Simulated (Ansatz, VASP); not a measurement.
**GaN in VASP and in Ansatz**

```
CELL_PARAMETERS angstrom
3.02527 0.00000 0.00000
-1.51263 2.61996 0.00000
0.00000 0.00000 5.39073
ATOMIC_POSITIONS crystal
Ga 0.66667 0.33333 0.50719
Ga 0.33333 0.66667 0.00719
N 0.66667 0.33333 0.86781
N 0.33333 0.66667 0.36781
```

Change from the starting cell: biaxial strain in the a-b plane, c and atoms relaxed: -6.0 %.

Alike in both runs: functional PBE; k mesh 12 × 12 × 6; occupations gaussian, width 0.02 eV; no spin polarisation.

Ansatz relaxed the structure, and its values are those at the end. VASP's run is a single point on that final structure, the one shown.

|  | VASP | Ansatz |
| --- | --- | --- |
| version | VASP 6.6.1 | Ansatz 0.2.0 |
| potentials or method | VASP PAW PBE potentials, release 64 (Ga_d, N) | scalar-relativistic, plane waves, PAW |
| plane-wave cutoff (eV) | 520 | 420 |
| valence electrons in the cell | 36 | 36 |

Ansatz gave:

| Item | Value |
| --- | --- |
| gap on the k mesh at the Fermi level (eV) | 1.71 |
| least direct gap on the mesh (eV) | 1.71 |
| pressure (GPa) | 19.9 |
| rms of the force components (eV/Å) | 0.000 |

Question: Which values does VASP return?

Answer: gap on the k mesh at the Fermi level (eV): 1.72; least direct gap on the mesh (eV): 1.72; pressure (GPa): 19.8; rms of the force components (eV/Å): 0.004.

Caveats: so large a pressure means that the cell lies far from this level's equilibrium, or that cutoff or potentials fall short (VASP).
